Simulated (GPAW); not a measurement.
Runs of GPAW 26.7.0 on TiTe2. The structure is trigonal, space group P-3m1 (No. 164). The conventional cell has a = 3.777 Å, b = 3.777 Å, c = 6.498 Å, α = 90.00°, β = 90.00°, γ = 120.00°. Te (site symmetry 3m) is surrounded by 3 Ti at 2.77 Å. Ti (site symmetry -3m) has 6 Te at 2.77 Å as nearest neighbours. 

| task | level | potentials or basis | cell | k mesh | optimizer | fmax | max steps | convergence | band path | gap on the mesh (eV) | pressure (GPa) | relaxed volume (Å³/atom) | largest force (eV/Å) |
| --- | --- | --- | --- | --- | --- | --- | --- | --- | --- | --- | --- | --- | --- |
| relaxation of cell and atoms | PBEsol+D3(BJ) | PAW data sets generated in the run's folder for this functional, pw | relaxed | 7 × 7 × 4 | BFGS | 0.02 eV/Å | 60 | density=1e-05 forces=0.0001 | - | none | 0.0 | (b) | 0.01 |
| single point | PBE | GPAW PAW data sets (gpaw-data 1.2.1), pw | as given | 8 × 8 × 4 | - | - | - | - | - | none | 0.6 | - | 0.01 |
| band structure | LDA | PAW data sets generated in the run's folder for this functional, pw | as given | 6 × 6 × 3 | - | - | - | - | GMKGALHA,LM,KH | - | (a) | - | 0.38 |
| relaxation of cell and atoms | PBEsol+D3 | PAW data sets generated in the run's folder for this functional, pw | relaxed | 7 × 7 × 4 | BFGS | 0.02 eV/Å | 60 | density=1e-05 forces=0.0001 | - | none | 0.0 | 24.41 | - |

Alike in all rows: no spin polarisation; cutoff (eV) 600; smearing fermi-dirac 0.05 eV.

Task: Fill in the values left out.

Result: (a) -4.6; (b) 23.33.

Caveats: later steps reuse the first step's grids (some runs); this functional lacks dispersion, which binds the layers, so the pressure and a relaxed spacing across them are unreliable (some runs).

A k mesh can miss the band edges, and the runs leave out spin-orbit coupling on Te.

A gap of «none» marks a metal or a gap under the smearing width.

Not every run made on this cell is shown here.
